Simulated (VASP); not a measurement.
## BN (F-43m): a series in a change of volume

Wanted: the response of BN to a change of volume, as a table, with a fit that predicts a row left out.

Main program and level: VASP 6.6.1; LDA; plane waves and PAW (B, N), in the first sound run; inputs show where later runs differ.

## (1) Set-up

The structure is cubic, space group F-43m (No. 216). Conventional cell: a = 3.616 Å, b = 3.616 Å, c = 3.616 Å, α = 90.00°, β = 90.00°, γ = 90.00°. Nearest to B lie 4 N at 1.57 Å. Nearest to N lie 4 B at 1.57 Å. Farther neighbours and most contacts between anions are not listed.

## (2) Relax the crystal, LDA

The series starts from the cell that this level prefers, so that zero strain is near zero stress.

This step took 2 runs in a row; the last is shown.

Level: LDA; plane waves and PAW (B, N).

The input, INCAR:

```
SYSTEM = BN
PREC = Accurate
ENCUT = 600
EDIFF = 1E-07
NELM = 120
ISMEAR = 0
SIGMA = 0.02
LREAL = .FALSE.
ALGO = Normal
GGA = CA
NBANDS = 10
LASPH = .TRUE.
LORBIT = 11
LWAVE = .FALSE.
LCHARG = .FALSE.
KPAR = 12
IBRION = 2
NSW = 40
ISIF = 3
EDIFFG = -0.005
POTIM = 0.4
```

The input, POSCAR:

```
BN
1.0
    0.0000000000      1.7913124887      1.7913124887
    1.7913124887      0.0000000000      1.7913124887
    1.7913124887      1.7913124887      0.0000000000
B N
1 1
Direct
    0.0000000000      0.0000000000      0.0000000000
    0.2500000000      0.2500000000      0.2500000000
```

The input, KPOINTS:

```
Automatic mesh
0
Gamma
14 14 14
0 0 0
```

PAW data sets: B and N (LDA family, release 64).

On the command line:

```sh
$ mpirun -np 12 vasp_std
```

Output:

```text
[banner, memory and clock lines left out]
running   12 mpi-ranks, on    1 nodes
[...]
|                                                                             |
|           W    W    AA    RRRRR   N    N  II  N    N   GGGG   !!!           |
|           W    W   A  A   R    R  NN   N  II  NN   N  G    G  !!!           |
|           W    W  A    A  R    R  N N  N  II  N N  N  G       !!!           |
|           W WW W  AAAAAA  RRRRR   N  N N  II  N  N N  G  GGG   !            |
|           WW  WW  A    A  R   R   N   NN  II  N   NN  G    G                |
|           W    W  A    A  R    R  N    N  II  N    N   GGGG   !!!           |
|                                                                             |
|     For optimal performance we recommend to set                             |
|       NCORE = 2 up to number-of-cores-per-socket                            |
|     NCORE specifies how many cores store one orbital (NPAR=cpu/NCORE).      |
|     This setting can greatly improve the performance of VASP for DFT.       |
[...]
|     Unfortunately you need to use the default for GW and RPA                |
|     calculations (for HF NCORE is supported but not extensively tested      |
|     yet).                                                                   |
|                                                                             |

 LDA part: xc-table for (Slater(with rela. corr.)+CA(PZ))
 , standard interpolation
 POSCAR, INCAR and KPOINTS ok, starting setup
[...]
entering main loop
       N       E                     dE             d eps       ncg     rms          rms(c)
DAV:   1     0.109638735761E+02    0.10964E+02   -0.55379E+03  2114   0.887E+02
DAV:   2    -0.201365324260E+02   -0.31100E+02   -0.30342E+02  2490   0.172E+02
DAV:   3    -0.205964892823E+02   -0.45996E+00   -0.45904E+00  2446   0.185E+01
DAV:   4    -0.205971144818E+02   -0.62520E-03   -0.62518E-03  2254   0.767E-01
[...]
DAV:  10    -0.194164105011E+02    0.15730E-04   -0.44267E-05  2334   0.673E-02    0.138E-02
DAV:  11    -0.194164109778E+02   -0.47672E-06   -0.17733E-06  2318   0.968E-03    0.613E-03
DAV:  12    -0.194164109081E+02    0.69727E-07   -0.50014E-07  2238   0.445E-03
   1 F= -.19416411E+02 E0= -.19416411E+02  d E =-.194164E+02
[...]
reached required accuracy - stopping structural energy minimisation
```

Elapsed: 3.2 s, on 12 MPI ranks of AMD EPYC 7R43, shared host; peak memory 1.1 GiB; 28 s of CPU time.

Lines that name or quote the potential files are left out of all logs, and their timing lines are given in words.

Parts of OUTCAR (step 2):

```text
  Total        0.0020121      0.0020121      0.0020121     -0.0000000      0.0000000     -0.0000000
  in kB        0.2804308      0.2804308      0.2804308     -0.0000000      0.0000000     -0.0000000
  external PRESSURE =       0.2804308 kB  Pullay stress =       0.0000000 kB

 POSITION                                       TOTAL-FORCE (eV/Angst)
 -----------------------------------------------------------------------------------
      0.00000      0.00000      0.00000        -0.000000     -0.000000     -0.000000
      0.89566      0.89566      0.89566         0.000000      0.000000      0.000000
 -----------------------------------------------------------------------------------
    total drift:                               -0.000000     -0.000000     -0.000000

  FREE ENERGIE OF THE ION-ELECTRON SYSTEM (eV)
  ---------------------------------------------------
  free  energy   TOTEN  =       -19.4164109081 eV

  energy  without entropy=      -19.4164109081  energy(sigma->0) =      -19.41641091

 reached required accuracy - stopping structural energy minimisation

[... 3 further parts left out ...]
[key lines of the parts left out:]
E-fermi :   7.8891
```

This run gave:

* energy(sigma→0) of the program: -19.4164 eV
* stress, compression positive: xx, yy, zz 0.03, 0.03, 0.03 GPa
* volume: 11.496 Å³
* ionic steps: 1

## (3) Relax at fixed volume, LDA

One member in full: the volume is scaled by 0.94, and the cell is held.

Level: LDA; plane waves and PAW (B, N).

INCAR, as its differences from that of step 2:

```diff
@@ -15,7 +15,8 @@
 LCHARG = .FALSE.
-KPAR = 12
+KPAR = 3
 IBRION = 2
 NSW = 40
-ISIF = 3
-EDIFFG = -0.005
+ISIF = 2
+EDIFFG = -0.004
 POTIM = 0.4
+MAXMIX = 40
```

The input, POSCAR:

```
BN
1.0
    0.0000000000      1.7547448303      1.7547448303
    1.7547448303      0.0000000000      1.7547448303
    1.7547448303      1.7547448303      0.0000000000
B N
1 1
Direct
    0.0000000000      0.0000000000      0.0000000000
    0.2500000000      0.2500000000      0.2500000000
```

KPOINTS is that of step 2.

On the command line:

```sh
$ mpirun -np 3 vasp_std
```

Output:

```text
[banner, memory and clock lines left out]
running    3 mpi-ranks, on    1 nodes
[...]
LDA part: xc-table for (Slater(with rela. corr.)+CA(PZ))
 , standard interpolation
 POSCAR, INCAR and KPOINTS ok, starting setup
[...]
entering main loop
       N       E                     dE             d eps       ncg     rms          rms(c)
DAV:   1     0.982559910949E+01    0.98256E+01   -0.57572E+03  2168   0.901E+02
DAV:   2    -0.202205819533E+02   -0.30046E+02   -0.29248E+02  2478   0.169E+02
DAV:   3    -0.206635868525E+02   -0.44300E+00   -0.44213E+00  2438   0.178E+01
DAV:   4    -0.206640872350E+02   -0.50038E-03   -0.50037E-03  2270   0.711E-01
[...]
DAV:  10    -0.193569603714E+02    0.14725E-04   -0.38045E-05  2360   0.636E-02    0.141E-02
DAV:  11    -0.193569607889E+02   -0.41742E-06   -0.15149E-06  2336   0.917E-03    0.587E-03
DAV:  12    -0.193569607278E+02    0.61027E-07   -0.40729E-07  1966   0.415E-03
   1 F= -.19356961E+02 E0= -.19356961E+02  d E =-.193570E+02
[...]
reached required accuracy - stopping structural energy minimisation
```

It took 6 s on 3 MPI ranks; peak memory 0.27 GiB.

Parts of OUTCAR (step 3):

```text
  Total        1.8836993      1.8836993      1.8836993      0.0000000     -0.0000000      0.0000000
  in kB      279.2866940    279.2866940    279.2866940      0.0000000     -0.0000000      0.0000000
  external PRESSURE =     279.2866940 kB  Pullay stress =       0.0000000 kB

 POSITION                                       TOTAL-FORCE (eV/Angst)
 -----------------------------------------------------------------------------------
      0.00000      0.00000      0.00000        -0.000000     -0.000000     -0.000000
      0.87737      0.87737      0.87737         0.000000      0.000000      0.000000
 -----------------------------------------------------------------------------------
    total drift:                               -0.000000     -0.000000     -0.000000

  FREE ENERGIE OF THE ION-ELECTRON SYSTEM (eV)
  ---------------------------------------------------
  free  energy   TOTEN  =       -19.3569607278 eV

  energy  without entropy=      -19.3569607278  energy(sigma->0) =      -19.35696073

[... 2 parts as in an earlier step ...]

[... 2 further parts left out ...]
[key lines of the parts left out:]
E-fermi :   8.6906
```

Numbers from this step:

- energy(sigma→0) of the program: -19.3570 eV
- stress, compression positive: xx, yy, zz 27.93, 27.93, 27.93 GPa
- ionic steps: 1

## (4) Band edges, TB-mBJ with spin-orbit coupling

Short lines in KPOINTS_OPT sample the zone centre, for masses, and the other valleys.

Level: TB-mBJ, spin-orbit coupling; plane waves and PAW (B, N).

TB-mBJ has no energy functional, so the total energy, stress and pressure in this output mean nothing.

The input, INCAR:

```
SYSTEM = BN
PREC = Accurate
ENCUT = 600
EDIFF = 1E-06
NELM = 150
ISMEAR = 0
SIGMA = 0.02
LREAL = .FALSE.
ALGO = Normal
METAGGA = MBJ
LASPH = .TRUE.
LNONCOLLINEAR = .TRUE.
MAGMOM = 0 0 0 0 0 0
NBANDS = 18
GGA_COMPAT = .FALSE.
LSORBIT = .TRUE.
LWAVE = .FALSE.
LCHARG = .FALSE.
KPAR = 3
```

POSCAR is that of step 3.

The input, KPOINTS:

```
Automatic mesh
0
Gamma
11 11 11
0 0 0
```

The input, KPOINTS_OPT:

```
Line mode
6
Line-mode
Reciprocal
  0.00000000   0.00000000   0.00000000
  0.01396382   0.01396382  -0.00000000

  0.00000000   0.00000000   0.00000000
  0.00000000  -0.01396382  -0.01396382

  0.31000000   0.31000000   0.00000000
  0.50000000   0.50000000   0.00000000

  0.00000000   0.31000000   0.31000000
  0.00000000   0.50000000   0.50000000

  0.45000000   0.45000000   0.45000000
  0.50000000   0.50000000   0.50000000

  0.45000000   0.00000000   0.00000000
  0.50000000   0.00000000   0.00000000

  0.42500000   0.42500000   0.00000000
  0.42500000   0.43896382   0.01396382

  0.50000000   0.50000000   0.50000000
  0.49012609   0.50987391   0.50000000
```

On the command line:

```sh
$ mpirun -np 3 vasp_ncl
```

Output:

```text
[banner, memory and clock lines left out]
running    3 mpi-ranks, on    1 nodes
[...]
|                                                                             |
|               ----> ADVICE to this user running VASP <----                  |
|                                                                             |
|     You enforced a specific xc type in the INCAR file but a different       |
|     [... a line on the potential file left out ...]
|     I HOPE YOU KNOW WHAT YOU ARE DOING!                                     |
|                                                                             |

 LDA part: xc-table for (None), standard interpolation
 POSCAR, INCAR and KPOINTS ok, starting setup
[...]
entering main loop
       N       E                     dE             d eps       ncg     rms          rms(c)
DAV:   1     0.205275575961E+02    0.20528E+02   -0.46572E+03  3276   0.999E+02
DAV:   2    -0.202054386777E+02   -0.40733E+02   -0.38258E+02  4464   0.228E+02
DAV:   3    -0.213463712831E+02   -0.11409E+01   -0.11333E+01  3682   0.322E+01
DAV:   4    -0.213486924515E+02   -0.23212E-02   -0.23206E-02  3516   0.168E+00
[...]
DAV:  27    -0.186713855950E+02    0.37901E-04   -0.20601E-09  1668   0.718E-04    0.409E-05
DAV:  28    -0.186713823550E+02    0.32400E-05   -0.66273E-10  1662   0.337E-04    0.355E-05
DAV:  29    -0.186713820862E+02    0.26879E-06   -0.85662E-11  1662   0.105E-04
   1 F= -.18671382E+02 E0= -.18671382E+02  d E =-.293997E-32  mag=     0.0000     0.0000    -0.0000
 Start KPOINTS_OPT (optional k-point list driver)
k-point batch [1-48\48]
       N       E                     dE             ncg
DAV:   1     0.258533922779E+04   -0.12466E+05     1728
DAV:   2     0.460336687206E+03   -0.21250E+04     2404
DAV:   3     0.407722900781E+03   -0.52614E+02     1934
DAV:   4     0.407633019739E+03   -0.89881E-01     1896
DAV:   5     0.407632887129E+03   -0.13261E-03     1934
DAV:   6     0.407632886850E+03   -0.27895E-06     1556
```

Wall time 86 s (3 MPI ranks); peak memory 0.48 GiB; 4 min of CPU time.

Parts of OUTCAR (step 4):

```text
  LATTYP: Found a face centered cubic cell.
 ALAT       =     3.5094896606

 Subroutine GETGRP returns: Found 24 space group operations
 (whereof 24 operations were pure point group operations)

The static configuration has the point symmetry T_d .

 Found     91 irreducible k-points:

   k-points           NKPTS =     91   k-points in BZ     NKDIM =     91   number of bands    NBANDS=     18

   dimension x,y,z NGX =    20 NGY =   20 NGZ =   20
   dimension x,y,z NGXF=    40 NGYF=   40 NGZF=   40

   ENCUT  =  600.0 eV  44.10 Ry    6.64 a.u.   4.96  4.96  4.96*2*pi/ulx,y,z

   NELECT =       8.0000    total number of electrons

 E-fermi :   8.7982

 k-point     1 :       0.0000    0.0000    0.0000
  band No.  band energies     occupation
    ...
      4       8.6183      1.00000
      5       8.6383      1.00000
      6       8.6383      1.00000
      7       8.6383      1.00000
      8       8.6383      1.00000
      9      19.3305      0.00000
     10      19.3305      0.00000
     11      19.3377      0.00000
     12      19.3377      0.00000
     13      19.3377      0.00000
    ...

 k-point     2 :       0.0909    0.0000    0.0000
  band No.  band energies     occupation
    ...
      4       7.5373      1.00000
      5       8.4109      1.00000
      6       8.4109      1.00000
      7       8.4239      1.00000
      8       8.4239      1.00000
      9      19.6217      0.00000
     10      19.6217      0.00000
     11      19.6910      0.00000
     12      19.6910      0.00000
     13      19.6961      0.00000
    ...

  Total       -3.3701505     -3.3701505     -3.3701505      0.0000000      0.0000000     -0.0000000
  in kB     -499.6753915   -499.6753915   -499.6753915      0.0000000      0.0000000     -0.0000000
  external PRESSURE =    -499.6753915 kB  Pullay stress =       0.0000000 kB

 POSITION                                       TOTAL-FORCE (eV/Angst)
 -----------------------------------------------------------------------------------
      0.00000      0.00000      0.00000         0.000000     -0.000000      0.000000
      0.87737      0.87737      0.87737        -0.000000      0.000000     -0.000000
 -----------------------------------------------------------------------------------
    total drift:                               -0.000000     -0.000000     -0.000000

  FREE ENERGIE OF THE ION-ELECTRON SYSTEM (eV)
  ---------------------------------------------------
  free  energy   TOTEN  =       -18.6713820862 eV

  energy  without entropy=      -18.6713820862  energy(sigma->0) =      -18.67138209

 Spin-Orbit-Coupling matrix elements
 Ion:    1  E_soc:     -0.0000032
 Ion:    2  E_soc:     -0.0000387

[... 1 part as in an earlier step ...]

[... 7 further parts left out ...]
```

(Part 1 of 2 ends here.)

[Lines on the potential files, build, host, timing and source positions are cut from VASP's logs without a mark.]

[Logs are printed without paths, hosts, clocks, repeated set-up lines and the standing remarks that a program may print on its own settings, such as how far it seeks lower states.]

[Hosts, paths, dates, database ids (printed as entryN), source tags and the programs' standing remarks are cut or masked in the printed files.]

[In band tables of VASP the shares of atoms and orbitals are scaled to a sum of 1 inside the atoms' spheres.]
